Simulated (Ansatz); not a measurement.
**InP under changes of volume**

One of the cells (25.167 Å³/atom); the others are scaled copies at fixed shape and fractional positions:

```
In P
1.0
     0.00000    2.93050    2.93050
     2.93050    0.00000    2.93050
     2.93050    2.93050    0.00000
In P
1 1
Direct
  0.00000 0.00000 0.00000
  0.75000 0.75000 0.75000
```

* Program: Ansatz 0.2.0
* Functional: LDA
* Potentials or basis: all-electron LAPW, scalar-relativistic
* Cutoff: 245 eV (chosen from the basis error)
* Basis error allowed: 0.001 eV/atom
* k mesh: 8 × 8 × 8
* Occupations: fermi-dirac, width 0.05 eV
* Spin: no spin polarisation

| volume (Å³/atom) | energy over the lowest point (meV/atom) | pressure (GPa) | gap on the mesh (eV) |
| --- | --- | --- | --- |
| 23.657 | 11.16 | 3.5 | 0.81 |
| 24.160 | 2.97 | 1.7 | 0.70 |
| 24.663 | 0.00 | 0.2 | 0.59 |
| 25.167 | ? | ? | ? |
| 25.670 | 7.43 | -2.4 | 0.37 |
| 26.173 | 16.89 | -3.5 | 0.27 |
| 26.677 | 29.61 | -4.5 | 0.16 |

What does the run at 25.167 Å³/atom give?

Energy over the lowest point 1.65 meV/atom; pressure -1.2 GPa; gap on the mesh 0.48 eV.

Worked out: A Birch-Murnaghan fit of order 3 (a polynomial in V^(-2/3)) to the other rows has its minimum at 24.73 Å³/atom with B0 = V·E''(V) = 71 GPa and B' = 4.8. It gives 1.66 meV/atom at 25.167 Å³/atom, against the run's 1.65, and -dE/dV = -1.2 GPa, against -1.2. A straight line through the other rows of the gap, of slope -5.41 eV per unit of ln V (its deformation potential), gives 0.48 eV, against the run's 0.48.

Energies are extrapolated to zero smearing.

Caveats: spin-orbit coupling is left out, which moves the levels of the heavy elements.
